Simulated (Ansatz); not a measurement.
# TiSe2 (CdI2 type): other levels of theory at one geometry

An exercise on one series of results from a longer session: the logs are not shown, and one member is left open.

Method: DFT at several levels, plane waves, PAW, in Ansatz 0.2.0.

1 further run of the same task is left out (it didn't finish).

## The structure to begin with

Symmetry: P-3m1, No. 164, trigonal system. The conventional cell has a = 3.545 Å, b = 3.545 Å, c = 6.711 Å, α = 90.00°, β = 90.00°, γ = 120.00°. Ti (site symmetry -3m) is surrounded by 6 Se at 2.56 Å. Se (site symmetry 3m) is surrounded by 3 Ti at 2.56 Å.

Coordinates:

```
Ti Se
1.0
     3.54471    0.00000    0.00000
    -1.77236    3.06981    0.00000
     0.00000    0.00000    6.71106
Ti Se
1 2
Direct
  0.00000 0.00000 0.00000
  0.33333 0.66667 0.23023
  0.66667 0.33333 0.76977
```

An earlier run at PBE left this cell at 24.342 Å³/atom and 0.00 GPa (12×12×6 mesh), metallic.

Levels to run: PBE+SOC; r²SCAN; PBEsol; LDA; HSE06. Hardware: 4 threads of Intel Xeon Platinum 8259CL at 2.50GHz (Skylake/Cascade Lake), shared host.

Set-up of the first run:

Input file input.yaml:

```yaml
crystal:
  lattice:
    - [3.5447135113, 0.0, 0.0]
    - [-1.7723567556, 3.0698119499, 0.0]
    - [0.0, 0.0, 6.7110585307]
  atoms:
    - { symbol: Ti, position: [0.0, 0.0, 0.0] }
    - { symbol: Se, position: [0.3333333333, 0.6666666667, 0.2302291376] }
    - { symbol: Se, position: [0.6666666667, 0.3333333333, 0.7697708624] }
basis:
  ecutwfc: 420
  ecutrho_ratio: 4
kpoints:
  mp_grid: { grid: [12, 12, 6] }
hamiltonian:
  xc: pbe
scf:
  occupations: { method: gaussian, width: 0.05 }
output:
  forces: true
  stress: true
  eigenvalues: true
  populations: true
  dos: { projected: true, de: 0.02 }
  write_density: true
  write_potential: true
  elf: true
  volumetric_format: npy
magnetization:
  noncollinear: true
  spin_orbit: true
```

Run with:

```console
ansatz run input.yaml --threads 4 --pin off --max-ram 7168MiB --backend cpu --events-out ev --progress --plain --runs-dir out
```

Among the steps run: PBE+SOC; r²SCAN; PBEsol; LDA; HSE06.

One of the session's tables, all rows but one given; the rest of the session is left out.

```
  level  pressure (GPa)
    PBE             0.0
    LDA               ?
 PBEsol            -3.1
PBE+SOC             0.0
 r²SCAN            -0.8
  HSE06            -1.5
```

Estimate the missing values for LDA.

As computed: pressure (GPa): -5.3. In the column «pressure (GPa)» it is the lowest.

The pressure runs from -5.3 GPa (LDA) to 0.0 GPa (PBE+SOC); a negative pressure means that level wants a smaller cell, a positive one a larger cell. Total energies of different levels have different zeros and can't be compared.

To keep in mind: Warnings in the runs' records: filled band counts differ across k points, stress scf threshold loose, stress exchange threshold loose.
